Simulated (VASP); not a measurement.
# GaAs (F-43m) in VASP: further runs

One crystal, GaAs, is run at these levels: PBE0(alpha); tasks: single point.

Program: VASP 6.6.1. These are calculated values, not measurements. Logs are shortened: lines on timing, memory, paths and dates and some standing lists are left out, and cuts for length are marked.

## (1) The structure

The structure is cubic, space group F-43m (No. 216). Conventional cell: a = 5.654 Å, b = 5.654 Å, c = 5.654 Å, α = 90.00°, β = 90.00°, γ = 90.00°. As (site symmetry -43m) is surrounded by 4 Ga at 2.45 Å. Around Ga (site symmetry -43m) lie 4 As at 2.45 Å.

## (2) Single point, PBE0(alpha)

POSCAR reads:

```
GaAs
1.0
    0.0000000000      2.8268500000      2.8268500000
    2.8268500000      0.0000000000      2.8268500000
    2.8268500000      2.8268500000      0.0000000000
As Ga
1 1
Direct
    0.7500000000      0.7500000000      0.7500000000
    0.0000000000      0.0000000000      0.0000000000
```

INCAR.step1 reads:

```
SYSTEM = GaAs
ALGO = Normal
EDIFF = 1E-5
ENCUT = 520
GGA = PE
ISIF = 2
ISMEAR = -1
LASPH = .TRUE.
LCHARG = .FALSE.
LREAL = .FALSE.
LWAVE = .TRUE.
NBANDS = 16
NELM = 80
PREC = Accurate
SIGMA = 0.05
```

INCAR.step2 reads:

```
SYSTEM = GaAs
AEXX = 0.3
ALGO = Normal
EDIFF = 1E-6
ENCUT = 520
GGA = PE
HFRCUT = -1
ISIF = 2
ISMEAR = -1
ISTART = 1
LASPH = .TRUE.
LCHARG = .FALSE.
LHFCALC = .TRUE.
LREAL = .FALSE.
LWAVE = .FALSE.
NBANDS = 16
NELM = 80
PREC = Accurate
PRECFOCK = Fast
SIGMA = 0.05
```

KPOINTS reads:

```
k-points
0
G
  4 4 4
  0 0 0
```

Potentials or basis: VASP PAW PBE potentials, release 64 (As, Ga_d).

On the command line:

```console
> cat potpaw_PBE.64/As/POTCAR potpaw_PBE.64/Ga_d/POTCAR > POTCAR
> cp INCAR.step1 INCAR
> mpirun -np 1 vasp_std > vasp.out
> cp INCAR.step2 INCAR
> mpirun -np 1 vasp_std > vasp.out
```

OUTCAR:

```text
SYSTEM = GaAs
   AEXX = 0.3
   EDIFF = 1E-6
   ENCUT = 520
   GGA = PE
   ISIF = 2
   ISMEAR = -1
   ISTART = 1
   LASPH = .TRUE.
   LHFCALC = .TRUE.
   LREAL = .FALSE.
   NELM = 80
   PREC = Accurate
   PRECFOCK = Fast

 ion  position               nearest neighbor table
   1  0.750  0.750  0.750-   2 2.45   2 2.45   2 2.45   2 2.45
   2  0.000  0.000  0.000-   1 2.45   1 2.45   1 2.45   1 2.45

  LATTYP: Found a face centered cubic cell.
 ALAT       =     5.6537000000

  Lattice vectors:

 A1 = (   0.0000000000,   2.8268500000,   2.8268500000)
 A2 = (   2.8268500000,   0.0000000000,   2.8268500000)
 A3 = (   2.8268500000,   2.8268500000,   0.0000000000)

Analysis of symmetry for initial positions (statically):
=====================================================================
 Subroutine PRICEL returns:
 Original cell was already a primitive cell.

 Routine SETGRP: Setting up the symmetry group for a
 face centered cubic supercell.

 Subroutine GETGRP returns: Found 24 space group operations
 (whereof 24 operations were pure point group operations)
 out of a pool of 48 trial point group operations.

The static configuration has the point symmetry T_d .

Analysis of symmetry for dynamics (positions and initial velocities):
=====================================================================
 Subroutine PRICEL returns:
 Original cell was already a primitive cell.

 Routine SETGRP: Setting up the symmetry group for a
 face centered cubic supercell.

 Subroutine GETGRP returns: Found 24 space group operations
 (whereof 24 operations were pure point group operations)
 out of a pool of 48 trial point group operations.

The dynamic configuration has the point symmetry T_d .

 Subroutine INISYM returns: Found 24 space group operations
 (whereof 24 operations are pure point group operations),
 and found     1 'primitive' translations

----------------------------------------------------------------------------------------

                                     Primitive cell

  volume of cell :      45.1792

  direct lattice vectors                    reciprocal lattice vectors
     0.000000000  2.826850000  2.826850000    -0.176875321  0.176875321  0.176875321
     2.826850000  0.000000000  2.826850000     0.176875321 -0.176875321  0.176875321
     2.826850000  2.826850000  0.000000000     0.176875321  0.176875321 -0.176875321

  length of vectors
     3.997769609  3.997769609  3.997769609     0.306357042  0.306357042  0.306357042

  position of ions in fractional coordinates (direct lattice)
     0.750000000  0.750000000  0.750000000
     0.000000000  0.000000000  0.000000000

  ion indices of the primitive-cell ions
   primitive index   ion index
                 1           1
                 2           2

----------------------------------------------------------------------------------------

 KPOINTS: k-points

Automatic generation of k-mesh.
 Grid dimensions read from file:
 generate k-points for:    4    4    4

 Generating k-lattice:

  Cartesian coordinates                     Fractional coordinates (reciprocal lattice)
    -0.044218830  0.044218830  0.044218830     0.250000000  0.000000000  0.000000000
     0.044218830 -0.044218830  0.044218830     0.000000000  0.250000000  0.000000000
     0.044218830  0.044218830 -0.044218830     0.000000000  0.000000000  0.250000000

  Length of vectors
     0.076589260  0.076589260  0.076589260

  Shift w.r.t. Gamma in fractional coordinates (k-lattice)
     0.000000000  0.000000000  0.000000000

 Subroutine IBZKPT returns following result:
 ===========================================

 Found      8 irreducible k-points:

 Following reciprocal coordinates:
            Coordinates               Weight
  0.000000  0.000000  0.000000      1.000000
  0.250000  0.000000  0.000000      8.000000
  0.500000  0.000000  0.000000      4.000000
  0.250000  0.250000  0.000000      6.000000
  0.500000  0.250000  0.000000     24.000000
 -0.250000  0.250000  0.000000     12.000000
  0.500000  0.500000  0.000000      3.000000
 -0.250000  0.500000  0.250000      6.000000
   k-points           NKPTS =      8   k-points in BZ     NKDIM =     64   number of bands    NBANDS=     16
   number of dos      NEDOS =    301   number of ions     NIONS =      2
   total plane-waves  NPLWV =  27000
   dimension x,y,z NGX =    30 NGY =   30 NGZ =   30
   dimension x,y,z NGXF=    60 NGYF=   60 NGZF=   60
   ions per type =               1   1
   NGX,Y,Z   is equivalent  to a cutoff of  12.48, 12.48, 12.48 a.u.
   NGXF,Y,Z  is equivalent  to a cutoff of  24.95, 24.95, 24.95 a.u.
 SYSTEM =  GaAs
   PREC   = accura    normal or accurate (medium, high low for compatibility)
   ISTART =      1    job   : 0-new  1-cont  2-samecut
   ICHARG =      0    charge: 1-file 2-atom 10-const
   ISPIN  =      1    spin polarized calculation?
   LNONCOLLINEAR =      F non collinear calculations
   LSORBIT =      F    spin-orbit coupling
   LASPH  =      T    aspherical Exc in radial PAW
   ENCUT  =  520.0 eV  38.22 Ry    6.18 a.u.   7.43  7.43  7.43*2*pi/ulx,y,z
   NELM   =     80;   NELMIN=  2; NELMDL=  0     # of ELM steps
   EDIFF  = 0.1E-05   stopping-criterion for ELM
   LREAL  =      F    real-space projection
   EDIFFG = 0.1E-04   stopping-criterion for IOM
   NSW    =      0    number of steps for IOM
   IBRION =     -1    ionic relax: 0-MD 1-quasi-New 2-CG
   NFREE  =      0    steps in history (QN), initial steepest desc. (CG)
   ISIF   =      2    stress and relaxation
   ISYM   =      3    0-nonsym 1-usesym 2-fastsym
   POTIM  = 0.5000    time-step for ionic-motion
   TEBEG  =    0.0;   TEEND  =   0.0 temperature during run
   PSTRESS=    0.0 pullay stress
   NELECT =      18.0000    total number of electrons
   NUPDOWN=      -1.0000    fix difference up-down
   EMIN   =  10.00;   EMAX   =-10.00  energy-range for DOS
   EFERMI =   0.00;   METHOD = LEGACY
   ISMEAR =    -1;   SIGMA  =   0.05  broadening in eV -4-tet -1-fermi 0-gaus
   EFERMI_NEDOS =   21; number of points for ismear=-14 and -15
   IALGO  =     38    algorithm
   IMIX   =      1    mixing-type and parameters
     AMIX     =   0.40;   BMIX     =  1.00
     AMIX_MAG =   1.60;   BMIX_MAG =  1.00
  volume/ion in A,a.u.               =      22.59       152.44
  Fermi-wavevector in a.u.,A,eV,Ry     =   1.204628  2.276417 19.743799  1.451128
  Thomas-Fermi vector in A             =   2.340347
   LORBIT       =      0    0 simple, 1 ext, 2 COOP (PROOUT), +10 PAW based schemes
   GGA     = PE    functional components
   LHFCALC =     T    Hartree Fock is set to
   PRECFOCK=fast      Normal, Fast or Accurate (Low or Medium for compatibility)
   ENCUT4O =  -1.0   cutoff for four orbital integrals eV
   NKREDX  =     1    reduce k-point grid by
   NKREDY  =     1    reduce k-point grid by
   NKREDZ  =     1    reduce k-point grid by
   AEXX    =    0.3000 exact exchange contribution
   HFSCREEN=    0.0000 screening length (either q_TF or 0.3 A-1)
   HFSCREENC=   0.0000 screening length for correlation (either q_TF or 0.3 A-1)
   ENCUTFOCK=  -1.0 apply spherical cutoff to Coloumb kernel
   IVDW    =     0    specifies the selected vdW correction
   LEPSILON=     F    determine dielectric tensor
   LRPA    =     F    only Hartree local field effects (RPA)
 non-spin polarized calculation
  energy-cutoff  :      520.00
  volume of cell :       45.18
 maximum number of plane-waves:      1243
 NGX is ok and might be reduce to    30
  NGX = 18; NGY = 18; NGZ = 18

 number of electron      17.9999995 magnetization

 Free energy of the ion-electron system (eV)
  ---------------------------------------------------
  ext. energy  EPLUGINS =         0.00000000
  ---------------------------------------------------
  free energy    TOTEN  =       -11.11366976 eV

  energy without entropy =      -11.11366976  energy(sigma->0) =      -11.11366976

 E-fermi :   4.1447     XC(G=0):  -7.1658

 val. band max:        3.0053873984   @ k =   0.0000   0.0000   0.0000
 cond. band min:       5.4973705626   @ k =   0.0000   0.0000   0.0000
 fundamental gap:      2.4919831642
 Fermi energy:         4.1446744641

 k-point     1 :       0.0000    0.0000    0.0000
  band No.  band energies     occupation
      1     -14.9628      2.00000
      2     -14.9628      2.00000
      3     -14.9628      2.00000
      4     -14.8812      2.00000
      5     -14.8812      2.00000
      6     -11.3128      2.00000
[... 8 lines left out ...]
     15      15.2002      0.00000
     16      15.2002      0.00000

 k-point     2 :       0.2500    0.0000    0.0000
  band No.  band energies     occupation
      1     -14.9885      2.00000
      2     -14.9529      2.00000
      3     -14.9529      2.00000
      4     -14.8813      2.00000
      5     -14.8813      2.00000
      6     -10.5089      2.00000
[... 8 lines left out ...]
     15      14.0210      0.00000
     16      14.0210      0.00000

 k-point     3 :       0.5000    0.0000    0.0000
  band No.  band energies     occupation
      1     -15.0127      2.00000
      2     -14.9449      2.00000
      3     -14.9449      2.00000
      4     -14.8791      2.00000
      5     -14.8791      2.00000
      6      -9.3355      2.00000
[... 8 lines left out ...]
     15      17.1836      0.00000
     16      17.1836      0.00000

 k-point     4 :       0.2500    0.2500    0.0000
  band No.  band energies     occupation
      1     -15.0056      2.00000
      2     -14.9418      2.00000
      3     -14.9418      2.00000
      4     -14.8908      2.00000
      5     -14.8763      2.00000
      6     -10.2339      2.00000
[... 8 lines left out ...]
     15      16.2633      0.00000
     16      16.6879      0.00000

 k-point     5 :       0.5000    0.2500    0.0000
  band No.  band energies     occupation
      1     -15.0236      2.00000
      2     -14.9354      2.00000
      3     -14.9316      2.00000
      4     -14.8910      2.00000
      5     -14.8760      2.00000
      6      -8.9859      2.00000
[... 8 lines left out ...]
     15      17.3011      0.00000
     16      17.9029      0.00000

 k-point     6 :      -0.2500    0.2500    0.0000
  band No.  band energies     occupation
      1     -15.0111      2.00000
      2     -14.9416      2.00000
      3     -14.9408      2.00000
      4     -14.8834      2.00000
      5     -14.8816      2.00000
      6      -9.4478      2.00000
[... 8 lines left out ...]
     15      15.6477      0.00000
     16      18.0075      0.00000

 k-point     7 :       0.5000    0.5000    0.0000
  band No.  band energies     occupation
      1     -15.0420      2.00000
      2     -14.9197      2.00000
      3     -14.9197      2.00000
      4     -14.9027      2.00000
      5     -14.8708      2.00000
      6      -8.4876      2.00000
[... 8 lines left out ...]
     15      18.5847      0.00000
     16      18.5874      0.00000

 k-point     8 :      -0.2500    0.5000    0.2500
  band No.  band energies     occupation
      1     -15.0288      2.00000
      2     -14.9355      2.00000
      3     -14.9227      2.00000
      4     -14.8919      2.00000
      5     -14.8780      2.00000
      6      -8.4052      2.00000
[... 8 lines left out ...]
     15      17.6158      0.00000
     16      18.6383      0.00000

------------------------ aborting loop because EDIFF is reached ----------------------------------------

  FORCE on cell =-STRESS in cart. coord.  units (eV):
  Direction    XX          YY          ZZ          XY          YZ          ZX
  --------------------------------------------------------------------------------------
  -------------------------------------------------------------------------------------
  Total        0.1336681      0.1336681      0.1336681      0.0000000     -0.0000000      0.0000000
  in kB        4.7402355      4.7402355      4.7402355      0.0000000     -0.0000000      0.0000000
  external PRESSURE =       4.7402355 kB  Pullay stress =       0.0000000 kB

 VOLUME and BASIS-vectors are now :
 -----------------------------------------------------------------------------
  energy-cutoff  :      520.00
  volume of cell :       45.18
      direct lattice vectors                 reciprocal lattice vectors
     0.000000000  2.826850000  2.826850000    -0.176875321  0.176875321  0.176875321
     2.826850000  0.000000000  2.826850000     0.176875321 -0.176875321  0.176875321
     2.826850000  2.826850000  0.000000000     0.176875321  0.176875321 -0.176875321

 POSITION                                       TOTAL-FORCE (eV/Angst)
 -----------------------------------------------------------------------------------
      4.24027      4.24027      4.24027        -0.000000     -0.000000     -0.000000
      0.00000      0.00000      0.00000         0.000000      0.000000      0.000000
 -----------------------------------------------------------------------------------
    total drift:                                0.000080      0.000089      0.000063

  FREE ENERGIE OF THE ION-ELECTRON SYSTEM (eV)
  ---------------------------------------------------
  free  energy   TOTEN  =       -11.1136697629 eV

  energy  without entropy=      -11.1136697629  energy(sigma->0) =      -11.11366976
```

Wall time 4.7 min (1 thread of Intel Xeon Platinum 8259CL at 2.50GHz (Skylake/Cascade Lake), shared host); peak memory 0.17 GiB.

Results:

```yaml
Free_energy: -11.1137 eV
Pressure: 0.5 GPa
Band_gap_on_the_k_mesh: 2.49 eV, direct
```

Levels at points of the mesh, in eV from the valence-band top:
```
           k point  band 5  band 6  band 7  band 8  band 9  band 10  band 11  band 12  band 13  band 14
(0.00, 0.00, 0.00)  -17.89  -14.32    0.00    0.00    0.00     2.49     5.57     5.57     5.57     9.65
(0.50, 0.00, 0.00)  -17.88  -12.34   -7.40   -1.27   -1.27     2.79     6.51     6.51     9.70    12.73
(0.50, 0.50, 0.00)  -17.88  -11.49   -7.58   -2.99   -2.99     3.05     3.34    12.71    12.71    13.42
```

Caveat: the k mesh is coarse (spacing up to 0.48 Å⁻¹), so the values aren't converged, least of all with exact exchange; the PAW data sets were made with another functional, which shifts forces and pressure a little. A k mesh can miss the band edges.

## (3) Single point, PBE0(alpha)

POSCAR is that of step 2.

INCAR.step1 is that of step 2.

Changes to INCAR.step2 since step 2:

```diff
@@ -1,3 +1,3 @@
 SYSTEM = GaAs
-AEXX = 0.3
+AEXX = 0.4
 ALGO = Normal
```

KPOINTS is that of step 2.

Potentials or basis: VASP PAW PBE potentials, release 64 (As, Ga_d).

On the command line:

```console
> cat potpaw_PBE.64/As/POTCAR potpaw_PBE.64/Ga_d/POTCAR > POTCAR
> cp INCAR.step1 INCAR
> mpirun -np 1 vasp_std > vasp.out
> cp INCAR.step2 INCAR
> mpirun -np 1 vasp_std > vasp.out
```

Run time: 5 min. Hardware: 1 thread of Intel Xeon Platinum 8259CL at 2.50GHz (Skylake/Cascade Lake), shared host; peak memory 0.18 GiB.

The run converged. Its results:

* Free energy: -12.1866 eV
* Pressure: -0.5 GPa
* Band gap on the k mesh: 3.20 eV, direct

Levels at points of the mesh, in eV from the valence-band top:
| k point | band 6 | band 7 | band 8 | band 9 | band 10 | band 11 | band 12 | band 13 |
| --- | --- | --- | --- | --- | --- | --- | --- | --- |
| (0.00, 0.00, 0.00) | -14.83 | 0.00 | 0.00 | 0.00 | 3.20 | 6.23 | 6.23 | 6.23 |
| (0.50, 0.00, 0.00) | -12.78 | -7.63 | -1.31 | -1.31 | 3.43 | 7.16 | 7.16 | 10.37 |
| (0.50, 0.50, 0.00) | -11.90 | -7.79 | -3.08 | -3.08 | 3.61 | 3.93 | 13.58 | 13.58 |

Caveat: the k mesh is coarse (spacing up to 0.48 Å⁻¹), so the values aren't converged, least of all with exact exchange; the PAW data sets were made with another functional, which shifts forces and pressure a little.

## (4) For comparison

An earlier run on the cell as given: functional PBEsol; potentials or basis VASP PAW PBE potentials, release 64 (As, Ga_d); cutoff 520 eV; k mesh 8 × 8 × 8; occupations fermi-dirac, width 0.05 eV; no spin polarisation.

* Pressure: 0.3 GPa
* Band gap on the k mesh: 0.46 eV, direct

## (5) Summary

| level | k mesh | share of exact exchange | grid for exact exchange (PRECFOCK) | exchange at q = 0 | ladder | mesh quality | gap on the mesh (eV) | pressure (GPa) |
| --- | --- | --- | --- | --- | --- | --- | --- | --- |
| PBE0(alpha) | 4 × 4 × 4 | 0.3 | Fast | truncated | - | coarse | 2.49 | 0.5 |
| PBE0(alpha) | 4 × 4 × 4 | 0.4 | Fast | truncated | - | coarse | 3.20 | -0.5 |
| PBEsol | 8 × 8 × 8 | - | - | - | free | not flagged | 0.46 | 0.3 |

Alike in all rows: task single point; potentials or basis VASP PAW PBE potentials, release 64 (As, Ga_d); no spin polarisation; cell as given; cutoff (eV) 520; smearing fermi-dirac 0.05 eV.

Caveats: some runs use coarse meshes; the PAW data sets were made with another functional, which shifts forces and pressure a little.

Total energies depend on the potentials used, so only differences within one code and one set of settings carry meaning.
